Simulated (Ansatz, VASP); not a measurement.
## Sn in VASP and in Ansatz

The input INCAR:

```
AGGAC = 1.0
AGGAX = 1.0
ALDAC = 0.0
ALDAX = 1.0
ALGO = Normal
EDIFF = 1E-6
ENCUT = 520
GGA = B5
ISIF = 2
ISMEAR = -1
LASPH = T
LCHARG = T
LELF = T
LREAL = F
LVHAR = T
LWAVE = F
NBANDS = 13
NELM = 80
PREC = Accurate
SIGMA = 0.1
```

Contents of KPOINTS:

```
k-points
0
Gamma
  12 12 12
```

POSCAR

```
Sn
1.0
    0.0000000000      2.3860010339      2.3860010339
    2.3860010339      0.0000000000      2.3860010339
    2.3860010339      2.3860010339      0.0000000000
Sn
1
Direct
    0.0000000000      0.0000000000      0.0000000000
```

Input for Ansatz:

```yaml
crystal:
  lattice:
    - [0.0, 2.3860010339, 2.3860010339]
    - [2.3860010339, 0.0, 2.3860010339]
    - [2.3860010339, 2.3860010339, 0.0]
  atoms:
    - { symbol: Sn, position: [0.0, 0.0, 0.0] }
hamiltonian:
  xc: blyp
  pseudopotentials:
    kind: paw
    azcp:
      Sn: "pseudopotentials/Sn.paw.azcp"
basis:
  ecutwfc: 420
  fft_grid_basis: typed
kpoints:
  mp_grid: { grid: [12, 12, 12], shift: [0, 0, 0] }
magnetization:
  spin_polarized: false
scf:
  occupations: { method: fermi_dirac, width: 0.1 }
  lower_state_search: "off"
output:
  stress: true
```

Alike in both runs: task single point; functional BLYP; k mesh 12 × 12 × 12; occupations fermi-dirac, width 0.1 eV; no spin polarisation.

|  | VASP | Ansatz |
| --- | --- | --- |
| version | VASP 6.6.1 | Ansatz 0.2.0 |
| potentials or method | VASP PAW PBE potentials, release 64 (Sn_d) | plane waves (420 eV) with PAW, scalar-relativistic |
| plane-wave cutoff (eV) | 520 | 420 |
| valence electrons in the cell | 14 | 14 |

```csv
,VASP,Ansatz,Ansatz less VASP
pressure (GPa),6.1,6.1,+0.01
```

The functional is the same, so the differences come from potentials, cutoffs and numerics.

Caveats: the PAW data sets were made with another functional, which shifts forces and pressure a little (VASP).
